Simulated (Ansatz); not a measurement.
ZrS2:

```
CELL_PARAMETERS angstrom
3.69138 0.00000 0.00000
-1.84569 3.19683 0.00000
0.00000 0.00000 6.04108
ATOMIC_POSITIONS crystal
Zr 0.00000 0.00000 0.00000
S 0.33333 0.66667 0.23791
S 0.66667 0.33333 0.76209
```

The cell is a database's computed one.

- Program: Ansatz 0.2.0
- Task: relaxation of cell and atoms
- Functional: HSE06
- Potentials or basis: Ansatz PAW
- Cutoff: 420 eV (not typed: the program's choice for these potentials)
- k mesh: 6 × 6 × 4
- Occupations: fermi-dirac, width 0.05 eV
- Spin: no spin polarisation

At the start: volume 23.76 Å³/atom.

Question: How do energy, volume and symmetry change on relaxing?

Answer: It ends after 8 steps and the volume is 25.53 Å³/atom (+7.5 %); space group P-3m1 (No. 164, to 0.05 Å).

The path:
| step | energy change (eV) | largest force (eV/Å) | volume (Å³) |
| --- | --- | --- | --- |
| 1 | 0.0000 | 0.1723 | 71.29 |
| 2 | -0.0030 | 0.2629 | 72.61 |
| 3 | -0.0100 | 0.0354 | 72.86 |
| 4 | -0.0121 | 0.0152 | 73.95 |
| 5 | -0.0133 | 0.0082 | 75.45 |
| 6 | -0.0135 | 0.0044 | 76.32 |
| 7 | -0.0135 | 0.0021 | 76.60 |
| 8 | -0.0145 | 0.0016 | 76.60 |

Final structure:
```
Zr S
1.0
     3.67965    0.00000    0.00000
    -1.83983    3.18667    0.00000
     0.00000    0.00000    6.53287
Zr S
1 2
Direct
  0.00000 0.00000 0.00000
  0.33333 0.66667 0.21913
  0.66667 0.33333 0.78087
```

Caveat: the plane-wave basis is chosen anew once the cell has moved, so the energies of steps on either side of that aren't comparable; this functional lacks dispersion, which binds the layers, so the pressure and a relaxed spacing across them are unreliable; the PAW data sets come from PBE, with cores solved anew for the run's functional, which leaves a small shift of forces and pressure.
